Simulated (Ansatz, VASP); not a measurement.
**SrCl7: VASP beside Ansatz**

```
Sr Cl
1.0
     0.00000    4.52478    4.52478
     4.52478    0.00000    4.52478
     4.52478    4.52478    0.00000
Sr Cl
1 7
Cartesian
  0.0000 0.0000 0.0000
  0.0000 2.2624 2.2624
  4.5248 2.2624 2.2624
  2.2624 0.0000 2.2624
  2.2624 4.5248 2.2624
  2.2624 2.2624 0.0000
  2.2624 2.2624 4.5248
  4.5248 4.5248 4.5248
```

Change from the starting cell: species swapped into the CePd7 type (Fm-3m, No. 225).

Alike in both runs: functional PBE; k mesh 8 × 8 × 8; occupations gaussian, width 0.1 eV; no spin polarisation.

Ansatz relaxed the structure, and its values are those at the end. VASP's run is a single point on that final structure, the one shown.

```csv
,VASP,Ansatz
version,VASP 6.6.1,Ansatz 0.2.0
potentials or method,"VASP PAW PBE potentials, release 64 (Sr_sv, Cl)","scalar-relativistic, plane waves, PAW"
plane-wave cutoff (eV),520,420
valence electrons in the cell,59,59
```

```csv
,VASP,Ansatz,Ansatz less VASP
gap on the k mesh at the Fermi level (eV),none,none,-
pressure (GPa),0.0,0.0,+0.03
```

A gap of «none» marks a metal or a gap that the smearing closes.

Caveats: an odd number of electrons without spin polarisation forces a metal; a magnetic or distorted state may lie lower.
